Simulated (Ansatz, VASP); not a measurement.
**Pd: VASP beside Ansatz**

```
Pd
1.0
     0.00000    2.98661    2.98661
     2.98661    0.00000    2.98661
     2.98661    2.98661    0.00000
Pd
2
Direct
  0.12500 0.12500 0.12500
  0.87500 0.87500 0.87500
```

Alike in both runs: task single point; functional RPBE; k mesh 10 × 10 × 10; occupations fermi-dirac, width 0.05 eV; collinear spin.

```csv
,VASP,Ansatz
version,VASP 6.6.1,Ansatz 0.2.0
potentials or method,"VASP PAW PBE potentials, release 64 (Pd)","plane waves (420 eV) with PAW, scalar-relativistic"
plane-wave cutoff (eV),520,420
valence electrons in the cell,20,36
```

|  | VASP | Ansatz | Ansatz less VASP |
| --- | --- | --- | --- |
| pressure (GPa) | -2.1 | -2.0 | +0.18 |
| net moment per atom (μB) | 0.45 | 0.45 | 0.000 |
| size of the moment on the site where the two differ most (μB) | 0.44 | 0.44 | -0.001 |

Site moments also hang on the region over which each program counts them. With one functional, cell and mesh, what is left measures potentials, basis and numerics. The two sets of potentials don't hold the same shells in valence.

Caveats: the PAW data sets were made with another functional, which shifts forces and pressure a little (VASP).
